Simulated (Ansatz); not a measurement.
# Ca: distorted cells

Method: DFT PBEsol, scalar-relativistic, plane waves, PAW (Ansatz 0.2.0).

Settings: cutoff 420 eV, Γ-centred mesh 10×10×10 on the computed 1-atom cell, Gaussian smearing of 0.10 eV; no spin polarisation.

Reference cell:

```
Ca
1.0
     3.48866    0.00000    0.00000
     0.00000    3.48866    0.00000
     0.00000    0.00000    3.48866
Ca
1
Direct
  0.00000 0.00000 0.00000
```

Each variant moves atoms of this cell by the vectors given, if any (Å), and then applies a symmetric strain (tensor components, Cartesian axes). The reference cell isn't relaxed at this level. Energies are per atom at zero smearing, counted from the lowest variant. Pressure is positive in compression.

1. strain (xx yy zz yz xz xy, %) 3.52 2.25 7.38 1.01 0.88 -0.29
2. strain (xx yy zz yz xz xy, %) -1.19 -1.19 0.31 0.00 0.00 0.00
3. strain (xx yy zz yz xz xy, %) -0.23 1.66 0.55 -0.44 -0.49 0.13

| variant | ΔE (meV/atom) | P (GPa) | space group |
| --- | --- | --- | --- |
| 1 | 42.2 | -1.37 | P-1 |
| 2 | 0.0 | -0.19 | P4/mmm |
| 3 | 4.5 | -0.59 | P-1 |

This simple cubic form isn't the element's structure at ambient conditions.